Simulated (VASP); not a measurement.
Here is a VASP 6.6.1 calculation.

The input INCAR:

```
PREC = Accurate
ENCUT = 600
EDIFF = 1E-6
ISMEAR = 0
SIGMA = 0.03
LREAL = F
LASPH = T
NELM = 80
ALGO = Normal
ISIF = 3
LWAVE = F
LCHARG = F
GGA = PS
IBRION = 2
NSW = 90
EDIFFG = -0.01
KPAR = 4
```

The input KPOINTS:

```
regular mesh
0
Gamma
  6 6 9
```

The input POSCAR:

```
Ge3N4
1.0
    8.0509314886      0.0000000000      0.0000000000
   -4.0254657443      6.9723111933      0.0000000000
    0.0000000000      0.0000000000      3.0835213900
Ge N
6 8
Direct
    0.8291483000      0.2354845000      0.7500000000
    0.5936638000      0.8291483000      0.2500000000
    0.2354845000      0.4063362000      0.2500000000
    0.7645155000      0.5936638000      0.7500000000
    0.4063362000      0.1708517000      0.7500000000
    0.1708517000      0.7645155000      0.2500000000
    0.6666666700      0.3333333300      0.7500000000
    0.3333333300      0.6666666700      0.2500000000
    0.6696316000      0.9727169800      0.7500000000
    0.6969146200      0.6696316000      0.2500000000
    0.9727169800      0.3030853800      0.2500000000
    0.0272830200      0.6969146200      0.7500000000
    0.3303684000      0.0272830200      0.2500000000
    0.3030853800      0.3303684000      0.7500000000
```

Potentials or basis: VASP PAW PBE potentials, release 64 (Ge_d, N).

Launch:

```bash
$ cat potpaw_PBE.64/Ge_d/POTCAR potpaw_PBE.64/N/POTCAR > POTCAR
$ mpirun -np 4 vasp_std > vasp.out
```

Task: Estimate the band gap on the k mesh.

Result: 2.14 eV, direct.

Task: Estimate the space group after relaxing (to 0.05 Å).

Result: P6_3/m (No. 176).

Task: What does it give for the relaxed volume?

Result: 12.35 Å³/atom.

Final structure:
```
Ge N
1.0
     8.04901    0.00000    0.00000
    -4.02451    6.97065    0.00000
     0.00000    0.00000    3.08131
Ge N
6 8
Direct
  0.83044 0.23702 0.75000
  0.59341 0.83044 0.25000
  0.23702 0.40659 0.25000
  0.76298 0.59341 0.75000
  0.40659 0.16956 0.75000
  0.16956 0.76298 0.25000
  0.66667 0.33333 0.75000
  0.33333 0.66667 0.25000
  0.66957 0.97412 0.75000
  0.69545 0.66957 0.25000
  0.97412 0.30455 0.25000
  0.02588 0.69545 0.75000
  0.33043 0.02588 0.25000
  0.30455 0.33043 0.75000
```

Caveat: the PAW data sets were made with another functional, which shifts forces and pressure a little; an odd mesh through Γ misses points on the zone boundary, where band edges often lie.
